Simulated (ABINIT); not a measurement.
# Au (Fm-3m) in ABINIT: a series of runs, part 2 of 2

ABINIT 10.8.3 (patched build).

**3. Equation of state, LDA**

The input, run.abi:

```
# Datasets: one volume each
ndtset 7
getwfk -1
scalecart1 3*0.9795861087
scalecart2 3*0.9864848297
scalecart3 3*0.9932883884
scalecart4 3*1.0000000000
scalecart5 3*1.0066227096
scalecart6 3*1.0131594038
scalecart7 3*1.0196128224

# Pseudopotentials
pp_dirpath "./"
pseudos "Au.hgh"

# Structure
acell 2.8779245994 2.8779245994 2.8779245994 Angstrom
rprim
     0.0000000000     0.7071067812     0.7071067812
     0.7071067812     0.0000000000     0.7071067812
     0.7071067812     0.7071067812     0.0000000000
ntypat 1
znucl 79
natom 1
typat 1
xred
     0.0000000000     0.0000000000     0.0000000000

# Plane-wave basis
ecut 16.0

# k points
kptopt 1
ngkpt 11 11 11
nshiftk 1
shiftk 0.0 0.0 0.0

# Exchange and correlation
ixc 7

# Bands and occupations
nband 5
occopt 3
tsmear 0.00183747

# SCF cycle
nstep 100
tolvrs 1.0e-10

# Output
iomode 3
prtwf 1
prtden 0
prteig 0
prtebands 0
enunit 1
```

Potentials or basis: HGH LDA.

Launch:

```
$ abinit run.abi > log 2>&1
```

run.abo:

```text
.Version 10.8.3 of ABINIT
 DATASET    1 : space group Fm -3 m (#225); Bravais cF (face-center cubic)
================================================================================
 Values of the parameters that define the memory need for DATASET  1.
     intxc =       0    ionmov =       0      iscf =       7    lmnmax =       6
     lnmax =       6     mgfft =      20  mpssoang =       2    mqgrid =    3001
     natom =       1  nloc_mem =       1    nspden =       1   nspinor =       1
    nsppol =       1      nsym =      48    n1xccc =       0    ntypat =       1
    occopt =       3   xclevel =       1
       mpw =         335          nfft =        8000          nkpt =          56
================================================================================
================================================================================
[... 61 lines left out ...]
 DATASET    7 : space group Fm -3 m (#225); Bravais cF (face-center cubic)
================================================================================
 Values of the parameters that define the memory need for DATASET  7.
     intxc =       0    ionmov =       0      iscf =       7    lmnmax =       6
     lnmax =       6     mgfft =      20  mpssoang =       2    mqgrid =    3001
     natom =       1  nloc_mem =       1    nspden =       1   nspinor =       1
    nsppol =       1      nsym =      48    n1xccc =       0    ntypat =       1
    occopt =       3   xclevel =       1
       mpw =         376          nfft =        8000          nkpt =          56
================================================================================
================================================================================

--------------------------------------------------------------------------------
------------- Echo of variables that govern the present computation ------------
--------------------------------------------------------------------------------
 -outvars: echo values of preprocessed input variables --------
            acell      5.4384893039E+00  5.4384893039E+00  5.4384893039E+00 Bohr
              amu      1.96966540E+02
             ecut      1.60000000E+01 Hartree
           enunit           1
           getwfk          -1
                       outvar_i_n : Printing only first  50 k-points.
              ixc           7
           jdtset        1    2    3    4    5    6    7
                       outvar_i_n : Printing only first  50 k-points.
         kptrlatt       11    0    0      0   11    0      0    0   11
          kptrlen1     5.86021543E+01
          kptrlen2     5.90148591E+01
          kptrlen3     5.94218710E+01
          kptrlen4     5.98233823E+01
          kptrlen5     6.02195752E+01
          kptrlen6     6.06106224E+01
          kptrlen7     6.09966877E+01
            natom           1
            nband           5
           ndtset           7
            ngfft          20      20      20
             nkpt          56
            nstep         100
             nsym          48
           ntypat           1
                       prtocc : prtvol=0, do not print more k-points.
           occopt           3
           prtden           0
        prtebands           0
           prteig           0
            rprim1     0.0000000000E+00  6.9267198023E-01  6.9267198023E-01
                       6.9267198023E-01  0.0000000000E+00  6.9267198023E-01
                       6.9267198023E-01  6.9267198023E-01  0.0000000000E+00
            rprim2     0.0000000000E+00  6.9755011263E-01  6.9755011263E-01
                       6.9755011263E-01  0.0000000000E+00  6.9755011263E-01
                       6.9755011263E-01  6.9755011263E-01  0.0000000000E+00
            rprim3     0.0000000000E+00  7.0236095512E-01  7.0236095512E-01
                       7.0236095512E-01  0.0000000000E+00  7.0236095512E-01
                       7.0236095512E-01  7.0236095512E-01  0.0000000000E+00
            rprim4     0.0000000000E+00  7.0710678120E-01  7.0710678120E-01
                       7.0710678120E-01  0.0000000000E+00  7.0710678120E-01
                       7.0710678120E-01  7.0710678120E-01  0.0000000000E+00
            rprim5     0.0000000000E+00  7.1178974407E-01  7.1178974407E-01
                       7.1178974407E-01  0.0000000000E+00  7.1178974407E-01
                       7.1178974407E-01  7.1178974407E-01  0.0000000000E+00
            rprim6     0.0000000000E+00  7.1641188486E-01  7.1641188486E-01
                       7.1641188486E-01  0.0000000000E+00  7.1641188486E-01
                       7.1641188486E-01  7.1641188486E-01  0.0000000000E+00
            rprim7     0.0000000000E+00  7.2097514092E-01  7.2097514092E-01
                       7.2097514092E-01  0.0000000000E+00  7.2097514092E-01
                       7.2097514092E-01  7.2097514092E-01  0.0000000000E+00
          spgroup         225
           tolvrs      1.00000000E-10
           tsmear      1.83747000E-03 Hartree
            typat      1
                       outvars : Printing only first  50 k-points.
            znucl       79.00000

================================================================================

 chkinp: Checking input parameters for consistency, jdtset=   1.

 chkinp: Checking input parameters for consistency, jdtset=   2.
[... 33 lines left out ...]
 getcut: wavevector=  0.0000  0.0000  0.0000  ngfft=  20  20  20
         ecut(hartree)=     16.000   => boxcut(ratio)=   2.08489

--- Pseudopotential description ------------------------------------------------
- pspini: atom type   1  psp file is ./Au.hgh
    3    1    1    0      2001   0.00000      pspcod,pspxc,lmax,lloc,mmax,r2well

 pspatm : COMMENT -
  the projectors are not normalized,
  so that the KB energies are not consistent with
  definition in PRB44, 8503 (1991).
  However, this does not influence the results obtained hereafter.

  -2.78732247E+01                                ecore*ucvol(ha*bohr**3)
--------------------------------------------------------------------------------

================================================================================

--- !BeginCycle
iteration_state: {dtset: 1, }
solver: {iscf: 7, nstep: 100, nline: 4, wfoptalg: 0, }
tolerances: {tolvrs: 1.00E-10, }
...
[... 919 lines left out ...]
-Cartesian components of stress tensor (GPa)         [Pressure= -6.0010E+01 GPa]
- sigma(1 1)=  6.00097200E+01  sigma(3 2)=  0.00000000E+00
- sigma(2 2)=  6.00097200E+01  sigma(3 1)=  0.00000000E+00
- sigma(3 3)=  6.00097200E+01  sigma(2 1)=  0.00000000E+00

== END DATASET(S) ==============================================================
================================================================================

 -outvars: echo values of variables after computation  --------
            acell      5.4384893039E+00  5.4384893039E+00  5.4384893039E+00 Bohr
           etotal1    -5.8347035690E-01
           etotal2    -5.7819696162E-01
           etotal3    -5.7304088959E-01
           etotal4    -5.6800143561E-01
           etotal5    -5.6307770424E-01
           etotal6    -5.5826852049E-01
           etotal7    -5.5357256756E-01
            fcart1    -0.0000000000E+00 -0.0000000000E+00 -0.0000000000E+00
            fcart2    -0.0000000000E+00 -0.0000000000E+00 -0.0000000000E+00
            fcart3    -0.0000000000E+00 -0.0000000000E+00 -0.0000000000E+00
            fcart4    -0.0000000000E+00 -0.0000000000E+00 -0.0000000000E+00
            fcart5    -0.0000000000E+00 -0.0000000000E+00 -0.0000000000E+00
            fcart6    -0.0000000000E+00 -0.0000000000E+00 -0.0000000000E+00
            fcart7    -0.0000000000E+00 -0.0000000000E+00 -0.0000000000E+00
            rprim1     0.0000000000E+00  6.9267198023E-01  6.9267198023E-01
                       6.9267198023E-01  0.0000000000E+00  6.9267198023E-01
                       6.9267198023E-01  6.9267198023E-01  0.0000000000E+00
[... 17 lines left out ...]
                       7.2097514092E-01  7.2097514092E-01  0.0000000000E+00
           strten1     2.3440565768E-03  2.3440565768E-03  2.3440565768E-03
                       0.0000000000E+00  0.0000000000E+00  0.0000000000E+00
           strten2     2.2923788677E-03  2.2923788677E-03  2.2923788677E-03
                       0.0000000000E+00  0.0000000000E+00  0.0000000000E+00
           strten3     2.2409399152E-03  2.2409399152E-03  2.2409399152E-03
                       0.0000000000E+00  0.0000000000E+00  0.0000000000E+00
           strten4     2.1898546910E-03  2.1898546910E-03  2.1898546910E-03
                       0.0000000000E+00  0.0000000000E+00  0.0000000000E+00
           strten5     2.1392268107E-03  2.1392268107E-03  2.1392268107E-03
                       0.0000000000E+00  0.0000000000E+00  0.0000000000E+00
           strten6     2.0891451548E-03  2.0891451548E-03  2.0891451548E-03
                       0.0000000000E+00  0.0000000000E+00  0.0000000000E+00
           strten7     2.0396889236E-03  2.0396889236E-03  2.0396889236E-03
                       0.0000000000E+00  0.0000000000E+00  0.0000000000E+00
 Calculation completed.
```

Wall time 9.8 s (1 thread of Arm Neoverse V1, shared host); peak memory 0.11 GiB.

Results:

```
Equilibrium volume : outside the volumes run
```

Energy against volume, from the lowest point:
| volume (Å³/atom) | energy (meV/atom) |
| --- | --- |
| 15.843 | 0.00 |
| 16.181 | 143.50 |
| 16.518 | 283.80 |
| 16.855 | 420.93 |
| 17.192 | 554.91 |
| 17.529 | 685.78 |
| 17.866 | 813.56 |

Caveat: HGH potentials are hard and often keep d shells in the core, so these values are rough. Spin-orbit coupling is left out, which matters for the levels of Au.

**4. Equation of state, SOGGA**

Edit run.abi of step 3 so:

```diff
@@ -13,6 +13,6 @@
 pp_dirpath "./"
-pseudos "Au.hgh"
+pseudos "Au.GGA_PBE-JTH.xml"
 
 # Structure
-acell 2.8779245994 2.8779245994 2.8779245994 Angstrom
+acell 5.4384893002 5.4384893002 5.4384893002
 rprim
@@ -29,3 +29,4 @@
 # Plane-wave basis
-ecut 16.0
+ecut 25.0
+pawecutdg 47.0
 
@@ -38,6 +39,6 @@
 # Exchange and correlation
-ixc 7
+ixc -150130
 
 # Bands and occupations
-nband 5
+nband 10
 occopt 3
@@ -47,3 +48,3 @@
 nstep 100
-tolvrs 1.0e-10
+tolvrs 1.0e-9
 
@@ -55,2 +56,2 @@
 prtebands 0
-enunit 1
+enunit 2
```

Potentials or basis: JTH PAW PBE v2.0.

Launch:

```
$ abinit run.abi > log 2>&1
```

Wall time 2.4 min (1 thread of Arm Neoverse V1, shared host); peak memory 0.15 GiB.

Results (log left out):

```yaml
Equilibrium_volume: 16.81 Å³/atom
Bulk_modulus: 187 GPa
Pressure_derivative_of_the_bulk_modulus: 5.9
```

Energy against volume, from the lowest point:
```tsv
volume (Å³/atom)	energy (meV/atom)
15.843	36.98
16.181	14.87
16.518	2.98
16.855	0.00
17.192	4.78
17.529	16.29
17.866	33.70
```

Caveat: pressures at fixed basis lie under the slope of the energies; the PAW data sets were made with another functional, which shifts forces and pressure a little.

**5. Against experiment**

Step 2. A measured bulk modulus of Au is 167 GPa (quoted in “Exploring toroidal anvil profiles for larger sample volumes above 4 Mbar”, 2024, pmc:11102561); the calculated 174 GPa misses it by +4.2 %. The fit is for a static lattice scaled at fixed shape and fixed fractional positions.

Step 4. Measured bulk modulus of Au: 167 GPa (quoted in “Exploring toroidal anvil profiles for larger sample volumes above 4 Mbar”, 2024, pmc:11102561). This calculation gives 187 GPa (+12.1 %). The fit is for a static lattice scaled at fixed shape and fixed fractional positions.
